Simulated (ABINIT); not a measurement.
# A GW chain in ABINIT: GaN (P6_3mc)

Aim: the G0W0 gap of GaN (P6_3mc) on PBE, step by step.

Method: PBE and many-body steps on it, plane waves, in ABINIT 10.8.3.

Most raw output is cut from this account.

The database entry behind the starting cell differs from later determinations by our own check (about 0.3 % short, ideal inner coordinate), so it need not match the best structure at ambient conditions.

## (1) Starting point

Symmetry: P6_3mc, No. 186, hexagonal system. Conventional cell: a = 3.180 Å, b = 3.180 Å, c = 5.166 Å, α = 90.00°, β = 90.00°, γ = 120.00°. Nearest to Ga lie 4 N at 1.94 to 1.95 Å. Nearest to N lie 4 Ga at 1.94 to 1.95 Å. Farther neighbours and most contacts between anions are not listed.

Structure file:

```cif
data_structure
_symmetry_space_group_name_H-M 'P6_3mc'
_symmetry_Int_Tables_number 186
_cell_length_a 3.1800
_cell_length_b 3.1800
_cell_length_c 5.1660
_cell_angle_alpha 90.000
_cell_angle_beta 90.000
_cell_angle_gamma 120.000
_cell_volume 45.24
loop_
_atom_site_label
_atom_site_type_symbol
_atom_site_symmetry_multiplicity
_atom_site_Wyckoff_symbol
_atom_site_fract_x
_atom_site_fract_y
_atom_site_fract_z
_atom_site_occupancy
Ga1 Ga 2 b 0.33333 0.66667 0.00000 1
N1 N 2 b 0.33333 0.66667 0.37500 1
```

The cell and positions come from the Crystallography Open Database and are kept as given unless a step says otherwise.

## (2) Ground state

This step: ABINIT 10.8.3; DFT, PBE, plane waves, norm-conserving pseudopotentials.

The ground-state density comes first.

run.abi reads:

```
acell 3*1.0 Angstrom
rprim 
  3.179999999980 0.000000000005 0.000000000000
  -1.589999999994 2.753960784015 0.000000000000
  0.000000000000 0.000000000000 5.166000000000
ntypat 2
znucl 31 7
natom 4
typat 1 1 2 2
xred 
  0.333333333333 0.666666666667 0.000000000000
  0.666666666667 0.333333333333 0.500000000000
  0.333333333333 0.666666666667 0.375000000000
  0.666666666667 0.333333333333 0.875000000000
pp_dirpath "pseudos"
pseudos "Ga.upf, N.upf"
ecut 45
ngkpt 6 6 4
nshiftk 1
shiftk 0 0 0
kptopt 1
chksymbreak 0
nband 32
occopt 1
tolvrs 1e-10
nstep 60
prtwf 0
optforces 0
optstress 0
indata_prefix "in"
outdata_prefix "out"
tmpdata_prefix "tmp"
```

Command:

```bash
> OMP_NUM_THREADS=1 mpirun -n 4 abinit run.abi > log
```

Run time: 38 s. Hardware: 4 MPI ranks of Arm Neoverse V1, shared host; peak memory 0.35 GiB.

This step gave:

- total energy: -14080.1621 eV
- gap: 1.995 eV
- k of the valence top: 0, 0, 0
- k of the conduction bottom: 0, 0, 0
- least direct gap: 1.995 eV

The gap is direct, at Γ.

## (3) Bands along the symmetry lines

Levels along a band path, at the cheap level, show where the edges lie and whether the meshes to come will hold them.

run.abi reads:

```
acell 3*1.0 Angstrom
rprim 
  3.179999999980 0.000000000005 0.000000000000
  -1.589999999994 2.753960784015 0.000000000000
  0.000000000000 0.000000000000 5.166000000000
ntypat 2
znucl 31 7
natom 4
typat 1 1 2 2
xred 
  0.333333333333 0.666666666667 0.000000000000
  0.666666666667 0.333333333333 0.500000000000
  0.333333333333 0.666666666667 0.375000000000
  0.666666666667 0.333333333333 0.875000000000
pp_dirpath "pseudos"
pseudos "Ga.upf, N.upf"
ecut 45
iscf -2
irdden 1
kptopt 0
nkpt 75
kpt 
  0.00000000 0.00000000 0.00000000
  0.06250000 0.00000000 0.00000000
  0.12500000 0.00000000 0.00000000
  0.18750000 0.00000000 0.00000000
  0.25000000 0.00000000 0.00000000
  0.31250000 0.00000000 0.00000000
  0.37500000 0.00000000 0.00000000
  0.43750000 0.00000000 0.00000000
  0.50000000 0.00000000 0.00000000
  0.47916667 0.04166667 0.00000000
  0.45833333 0.08333333 0.00000000
  0.43750000 0.12500000 0.00000000
  0.41666666 0.16666666 0.00000000
  0.39583333 0.20833333 0.00000000
  0.37500000 0.25000000 0.00000000
  0.35416666 0.29166666 0.00000000
  0.33333333 0.33333333 0.00000000
  0.29166666 0.29166666 0.00000000
  0.25000000 0.25000000 0.00000000
  0.20833333 0.20833333 0.00000000
  0.16666666 0.16666666 0.00000000
  0.12500000 0.12500000 0.00000000
  0.08333333 0.08333333 0.00000000
  0.04166667 0.04166667 0.00000000
  0.00000000 0.00000000 0.00000000
  0.00000000 0.00000000 0.06250000
  0.00000000 0.00000000 0.12500000
  0.00000000 0.00000000 0.18750000
  0.00000000 0.00000000 0.25000000
  0.00000000 0.00000000 0.31250000
  0.00000000 0.00000000 0.37500000
  0.00000000 0.00000000 0.43750000
  0.00000000 0.00000000 0.50000000
  0.06250000 0.00000000 0.50000000
  0.12500000 0.00000000 0.50000000
  0.18750000 0.00000000 0.50000000
  0.25000000 0.00000000 0.50000000
  0.31250000 0.00000000 0.50000000
  0.37500000 0.00000000 0.50000000
  0.43750000 0.00000000 0.50000000
  0.50000000 0.00000000 0.50000000
  0.47916667 0.04166667 0.50000000
  0.45833333 0.08333333 0.50000000
  0.43750000 0.12500000 0.50000000
  0.41666666 0.16666666 0.50000000
  0.39583333 0.20833333 0.50000000
  0.37500000 0.25000000 0.50000000
  0.35416666 0.29166666 0.50000000
  0.33333333 0.33333333 0.50000000
  0.29166666 0.29166666 0.50000000
  0.25000000 0.25000000 0.50000000
  0.20833333 0.20833333 0.50000000
  0.16666666 0.16666666 0.50000000
  0.12500000 0.12500000 0.50000000
  0.08333333 0.08333333 0.50000000
  0.04166667 0.04166667 0.50000000
  0.00000000 0.00000000 0.50000000
  0.50000000 0.00000000 0.50000000
  0.50000000 0.00000000 0.43750000
  0.50000000 0.00000000 0.37500000
  0.50000000 0.00000000 0.31250000
  0.50000000 0.00000000 0.25000000
  0.50000000 0.00000000 0.18750000
  0.50000000 0.00000000 0.12500000
  0.50000000 0.00000000 0.06250000
  0.50000000 -0.00000000 0.00000000
  0.33333333 0.33333333 0.50000000
  0.33333333 0.33333333 0.43750000
  0.33333333 0.33333333 0.37500000
  0.33333333 0.33333333 0.31250000
  0.33333333 0.33333333 0.25000000
  0.33333333 0.33333333 0.18750000
  0.33333333 0.33333333 0.12500000
  0.33333333 0.33333333 0.06250000
  0.33333333 0.33333333 0.00000000
istwfk *1
nband 33
nbdbuf 2
tolwfr 1e-08
nstep 40
prtwf 0
prtvol 0
indata_prefix "in"
outdata_prefix "out"
tmpdata_prefix "tmp"
```

Run time: 52 s. Hardware: 4 MPI ranks; peak memory 0.43 GiB.

This step gave:

* gap: 1.995 eV
* k of the valence top: 0, 0, 0
* k of the conduction bottom: 0, 0, 0
* least direct gap: 1.995 eV

The gap is 1.995 eV, as in the run before at this level.

The electronic bands at the labelled points (eV, zero at the top of the highest filled band):

| point | band 23 | band 24 | band 25 | band 26 | band 27 | band 28 | band 29 | band 30 |
| --- | --- | --- | --- | --- | --- | --- | --- | --- |
| Γ | -1.06 | -0.06 | 0.00 | 0.00 | 1.99 | 4.33 | 9.26 | 9.97 |
| halfway | -2.86 | -2.01 | -0.74 | -0.49 | 4.36 | 6.00 | 7.42 | 8.58 |
| M | -4.27 | -2.77 | -2.26 | -0.99 | 5.11 | 5.63 | 6.09 | 8.68 |
| halfway | -4.28 | -3.57 | -2.41 | -1.88 | 5.63 | 6.67 | 6.69 | 8.52 |
| K | -5.33 | -3.03 | -3.03 | -2.71 | 5.16 | 7.89 | 7.89 | 8.44 |
| halfway | -3.68 | -2.41 | -1.02 | -0.93 | 5.00 | 6.93 | 7.32 | 7.71 |
| Γ | -1.06 | -0.06 | 0.00 | 0.00 | 1.99 | 4.33 | 9.26 | 9.97 |
| halfway | -0.91 | -0.91 | -0.16 | -0.16 | 3.18 | 4.43 | 8.87 | 9.67 |
| A | -0.54 | -0.54 | -0.54 | -0.54 | 4.31 | 4.31 | 8.57 | 8.57 |
| halfway | -2.09 | -2.09 | -1.30 | -1.30 | 5.29 | 5.29 | 7.72 | 7.72 |
| L | -1.95 | -1.95 | -1.92 | -1.92 | 4.45 | 4.45 | 7.87 | 7.87 |
| halfway | -3.22 | -3.22 | -1.61 | -1.61 | 5.42 | 5.42 | 8.19 | 8.19 |
| H | -4.22 | -4.22 | -1.50 | -1.50 | 6.52 | 6.52 | 7.35 | 7.35 |
| halfway | -2.14 | -2.14 | -1.82 | -1.82 | 5.72 | 5.72 | 7.73 | 7.73 |
| A | -0.54 | -0.54 | -0.54 | -0.54 | 4.31 | 4.31 | 8.57 | 8.57 |
| jump to L | -1.95 | -1.95 | -1.92 | -1.92 | 4.45 | 4.45 | 7.87 | 7.87 |
| halfway | -3.33 | -2.55 | -1.72 | -1.29 | 4.36 | 5.14 | 7.63 | 7.92 |
| M | -4.27 | -2.77 | -2.26 | -0.99 | 5.11 | 5.63 | 6.09 | 8.68 |
| jump to H | -4.22 | -4.22 | -1.50 | -1.50 | 6.52 | 6.52 | 7.35 | 7.35 |
| halfway | -5.03 | -3.22 | -2.22 | -2.22 | 5.92 | 7.28 | 7.28 | 8.23 |
| K | -5.33 | -3.03 | -3.03 | -2.71 | 5.16 | 7.89 | 7.89 | 8.44 |

## (4) Empty states on the mesh, 6×6×4 mesh, 89 bands

The sums over transitions need many empty states on a uniform mesh; this step solves for them.

run.abi reads:

```
acell 3*1.0 Angstrom
rprim 
  3.179999999980 0.000000000005 0.000000000000
  -1.589999999994 2.753960784015 0.000000000000
  0.000000000000 0.000000000000 5.166000000000
ntypat 2
znucl 31 7
natom 4
typat 1 1 2 2
xred 
  0.333333333333 0.666666666667 0.000000000000
  0.666666666667 0.333333333333 0.500000000000
  0.333333333333 0.666666666667 0.375000000000
  0.666666666667 0.333333333333 0.875000000000
pp_dirpath "pseudos"
pseudos "Ga.upf, N.upf"
ecut 45
ngkpt 6 6 4
nshiftk 1
shiftk 0 0 0
kptopt 1
chksymbreak 0
iscf -2
irdden 1
istwfk *1
nband 89
nbdbuf 8
tolwfr 1e-09
nstep 60
prtvol 0
indata_prefix "in"
outdata_prefix "out"
tmpdata_prefix "tmp"
```

Elapsed: 53 s, on 4 MPI ranks; peak memory 0.4 GiB.

This step gave:

| Property | Result |
| --- | --- |
| gap | 1.995 eV |
| k of the valence top | 0, 0, 0 |
| k of the conduction bottom | 0, 0, 0 |
| least direct gap | 1.995 eV |
| k points computed | 21 |
| lowest point of the top converged band, above the valence top | 56.2029 eV |

On this mesh the gap is 1.995 eV.

## (5) Screening, 6×6×4 mesh, 81 bands, screening to 130.6 eV

The RPA dielectric matrix is built and inverted for each q.

This step: RPA screening on PBE, plane waves, norm-conserving pseudopotentials.

run.abi, as its differences from that of step 4:

```diff
@@ -22,10 +22,11 @@
 chksymbreak 0
-iscf -2
-irdden 1
 istwfk *1
-nband 89
-nbdbuf 8
-tolwfr 1e-09
-nstep 60
-prtvol 0
+occopt 1
+irdwfk 1
+optdriver 3
+nband 81
+ecuteps 4.8
+inclvkb 2
+awtr 1
+symchi 1
 indata_prefix "in"
```

The job ended after 3.8 min (4 MPI ranks; peak memory 1.8 GiB).

Numbers from this step:

| Quantity | Value |
| --- | --- |
| ε∞ with local fields, on this mesh, along the program's q direction | 5.771 |
| the same without local fields | 6.177 |
| plasma frequency | 39.81 eV |
| plane waves in the screening matrix | 147 |

Local fields lower ε∞ by 7 %.

## (6) Self-energy, 6×6×4 mesh, 81 bands, screening to 130.6 eV

The self-energy is evaluated for the states that the input lists, and the levels follow from it, in one-shot runs by the linearised quasiparticle equation.

This step: G0W0 on PBE, plane waves, norm-conserving pseudopotentials.

run.abi, as its differences from that of step 5:

```diff
@@ -25,8 +25,15 @@
 irdwfk 1
-optdriver 3
+optdriver 4
 nband 81
+gwcalctyp 0
+ecutsigx 45
+symsigma 1
+nkptgw 1
+kptgw 
+  0.0000000000 0.0000000000 0.0000000000
+bdgw 
+  25 28
 ecuteps 4.8
-inclvkb 2
-awtr 1
-symchi 1
+irdscr 1
+ppmodel 1
 indata_prefix "in"
```

The job ended after 6 s (4 MPI ranks; peak memory 1.3 GiB; 24 s of CPU time).

This step gave:

- G0W0 gap on the points computed: 2.832 eV
- starting gap on the mesh: 1.995 eV
- k of the valence top: 0, 0, 0
- k of the conduction bottom: 0, 0, 0
- Z at the valence top: 0.8
- Z at the conduction bottom: 0.826
- least direct G0W0 gap on the computed points: 2.832 eV

The gap on the mesh goes from 1.99 eV to 2.83 eV, a correction of +0.84 eV.

Limits: finite bands, cutoff and mesh; no spin-orbit coupling. v1 is the top filled band, c1 the lowest empty one. Levels before and after the correction, in eV, zero at the valence-band top of each column:

|  | conduction bottom | valence top |
| --- | --- | --- |
| Kohn-Sham | 1.99 | 0.00 |
| G0W0 | 2.83 | 0.00 |

|  | level | energy (eV) |
| --- | --- | --- |
| Kohn-Sham | Γ v2-v1 | 0.000 |
| Kohn-Sham | Γ c1 | 1.995 |
| Kohn-Sham | Γ c2 | 4.329 |
| G0W0 | Γ v2-v1 | 0.000 |
| G0W0 | Γ c1 | 2.832 |
| G0W0 | Γ c2 | 5.350 |

## (7) Where the time went

Times are wall times on 4 MPI ranks of Arm Neoverse V1, shared host, good to a factor of about two.

| step | time | share | memory (GiB) |
| --- | --- | --- | --- |
| ground state | 38 s | 10 % | 0.35 |
| bands along the symmetry lines | 52 s | 14 % | 0.43 |
| empty states on the mesh | 53 s | 14 % | 0.4 |
| screening | 3.8 min | 60 % | 1.8 |
| self-energy | 6 s | 2 % | 1.3 |

## (8) Results

* PBE gap: 1.99 eV, direct
* G0W0 gap on the mesh: 2.83 eV
* GW settings: 6×6×4 mesh, 81 bands, screening to 130.6 eV, Godby-Needs plasmon pole
* known limits: not at the basis limit; no spin-orbit coupling

**Reading.** G0W0 moves the gap on the mesh from 1.99 eV to 2.83 eV (+0.84 eV), with Z of 0.80 and 0.83 at the edges. Local fields lower the RPA ε∞ on this mesh from 6.18 to 5.77. Only 1 of the mesh's irreducible points was corrected, so a valley elsewhere could overtake. The dearest step here is «screening». Bands and cutoff are finite, so the gap is not at the basis limit. The miss can reach some tenths of an eV and take either sign; the mesh is an error of its own. In the G0W0 run levels were corrected at 1 k point alone, so a gap called «on the mesh» is the least over those, and an edge elsewhere would be missed. The many-body steps are scalar-relativistic: spin-orbit coupling is not in them.

[Paths, hosts, dates, memory and timing lines, banners, echoed tables and standing remarks are left out of the program output.]

[Logs are printed without paths, hosts, clocks, repeated set-up lines and the standing remarks that a program may print on its own settings, such as how far it seeks lower states.]

[Runs of the session that timed out or met a known fault of the program may be left out.]

[Hosts, paths, dates, database ids (printed as entryN), source tags and the programs' standing remarks are cut or masked in the printed files.]

[G0W0 gaps are taken among the corrected bands and points alone; a level outside them can change the order at an edge.]

[Where Ansatz stands beside ABINIT at settings called matched, ABINIT's density can come from a denser mesh and the files from another edition; pairs whose starting gaps differed by over 0.03 eV were left out, so agreement reads better than it is.]
